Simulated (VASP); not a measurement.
B, 1 atom in the cell. It takes space group Pm-3m (No. 221, cubic). The conventional cell has a = 1.885 Å, b = 1.885 Å, c = 1.885 Å, α = 90.00°, β = 90.00°, γ = 90.00°. B (site symmetry m-3m) has 6 B at 1.89 Å as nearest neighbours. The cell was built by a generator and needn't be a form met in nature.

* Program: VASP 6.6.1
* Task: single point
* Functional: HSE(alpha, omega)
* Potentials or basis: VASP PAW PBE potentials, release 64 (B)
* Cutoff: 520 eV
* k mesh: 7 × 7 × 7
* Occupations: fermi-dirac, width 0.05 eV
* Spin: no spin polarisation
* Screening parameter: 0.15
* Grid for exact exchange (PRECFOCK): Fast
* Further INCAR settings: ALGO = Normal; EDIFF = 1e-07

Potentials or basis: VASP PAW PBE potentials, release 64 (B).

The run is started by

```console
$ cat potpaw_PBE.64/B/POTCAR > POTCAR
$ cp INCAR.step1 INCAR
$ mpirun -np 1 vasp_std > vasp.out
$ cp INCAR.step2 INCAR
$ mpirun -np 1 vasp_std > vasp.out
```

Hardware: 1 thread of Intel(R) Xeon(R) Platinum 8488C (Sapphire Rapids), on a shared host.

Question: Estimate the wall time of this run.

Answer: Run time: 26 s on 1 thread of Intel(R) Xeon(R) Platinum 8488C (Sapphire Rapids), with other jobs on the host, peak memory 0.2 GiB. Counts: scf iterations 10, k points 20.
